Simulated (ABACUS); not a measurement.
The system is La2O3.

```
La O
1.0
     3.93078    0.00000    0.00000
    -1.96539    3.40415    0.00000
     0.00000    0.00000    6.11195
La O
2 3
Cartesian
  0.0000 2.2694 1.5050
  1.9654 1.1347 4.6070
  0.0000 0.0000 0.0000
  0.0000 2.2694 3.9477
  1.9654 1.1347 2.1643
```

The cell is a database's computed one.

```yaml
Program: ABACUS 3.10.1
Task: single point
Functional: PBEsol
Potentials_or_basis: PseudoDojo NC SR 0.4.1 PBEsol standard
Cutoff: 1510 eV
Density_cutoff: 6041 eV
Basis: plane waves
k_mesh: 8 × 8 × 5
Occupations: fermi-dirac, width 0.05 eV
Spin: no spin polarisation
```

On this cell: pressure -3.4 GPa; largest force 0.118 eV/Å; band gap on the k mesh 3.81 eV, indirect (least direct gap 3.98 eV).

The same run follows on a disturbed copy (atoms moved at random, drawn with an rms of 0.05 Å):

```xyz
5
Lattice="3.9308 0.0000 0.0000 -1.9654 3.4042 0.0000 0.0000 0.0000 6.1120" Properties=species:S:1:pos:R:3 pbc="T T T"
La    0.0396    2.2427    1.5034
La    1.9893    1.1531    4.6159
O     0.0170    0.0084   -0.0205
O     0.0159    2.2615    3.9737
O     1.9993    1.1120    2.1819
```

Problem. What changes?

Solution. The energy moves by +2.6 meV/atom; pressure -3.5 GPa; largest force 0.286 eV/Å; band gap on the k mesh 3.78 eV, indirect (least direct gap 3.96 eV).

Forces in eV/Å, atoms in the order of the input:
```
La  -0.050  0.059  0.276
La  -0.013 -0.174 -0.121
O    0.012 -0.049  0.238
O    0.077  0.093 -0.205
O   -0.026  0.071 -0.189
```

Stress tensor (GPa, compression positive):
```
-3.19 -0.01  0.09
-0.01 -3.99 -0.36
 0.09 -0.36 -3.25
```

Caveats: there are fewer bands than atomic start orbitals, so a level may be missed at k points of high symmetry; spin-orbit coupling is left out, which moves the levels of the heavy elements; an odd mesh through Γ misses points on the zone boundary, where band edges often lie.
